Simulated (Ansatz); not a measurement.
Wanted: the native input for an Ansatz 0.2.0 run.

```
Task                : density of states
Functional          : PBEsol
Potentials or basis : all-electron LAPW, scalar-relativistic
Cutoff              : 274 eV (chosen from the basis error)
Basis error allowed : 0.002 eV/atom
k mesh              : 9 × 9 × 5
Occupations         : fermi-dirac, width 0.05 eV
Spin                : no spin polarisation
Hubbard terms       : Pt d U = 4 eV
```

The system is PtS2.

```
Pt S
1.0
     3.54320    0.00000    0.00000
    -1.77160    3.06850    0.00000
     0.00000    0.00000    5.03880
Pt S
1 2
Direct
  0.00000 0.00000 0.00000
  0.66667 0.33333 0.77300
  0.33333 0.66667 0.22700
```

These files were run (other wordings do the same):

input.yaml

```yaml
crystal:
  lattice:
    - [3.5432, 0.0, 0.0]
    - [-1.7716, 3.0685012107, 0.0]
    - [0.0, 0.0, 5.0388]
  atoms:
    - { symbol: Pt, position: [0.0, 0.0, 0.0] }
    - { symbol: S, position: [0.6666666667, 0.3333333333, 0.773] }
    - { symbol: S, position: [0.3333333333, 0.6666666667, 0.227] }
kpoints:
  mp_grid: { grid: [9, 9, 5] }
scf:
  occupations: { method: fermi_dirac, width: 0.05 }
hamiltonian:
  xc: pbesol
  pseudopotentials: { kind: all_electron, lapw: { basis_error: 0.002 } }
  hubbard:
    sites: [{ species: Pt, l: d, u_eff: 4 }]
    double_counting: fll
    projectors: ortho-atomic
output:
  forces: true
  stress: true
  eigenvalues: true
  dos: { projected: false, de: 0.1, e_range: [-10, 8] }
  hubbard: {}
```

Potentials or basis: all-electron LAPW, scalar-relativistic.

Run with:

```bash
$ ansatz run input.yaml --threads 2 --pin off --max-ram 8192MiB --backend cpu --events-out ev --progress --plain --runs-dir out
```

Results of the run:

```json
{"Pressure": "6.9 GPa", "Largest force": "1.053 eV/Å", "Band gap on the k mesh": "0.89 eV, indirect (least direct gap 0.98 eV)"}
```

Caveat: U is the effective U less J, on atomic orbitals that reach past the spheres; spin-orbit coupling is left out, which moves the levels of the heavy elements; an odd mesh through Γ misses points on the zone boundary, where band edges often lie; forces of over 1 eV/Å show positions far from the minimum, so gaps and moduli don't describe the material at rest.

It took 43 s on 2 threads of Intel(R) Xeon(R) Processor @ 2.50GHz (Skylake/Cascade Lake), on a shared host, peak memory 0.51 GiB.
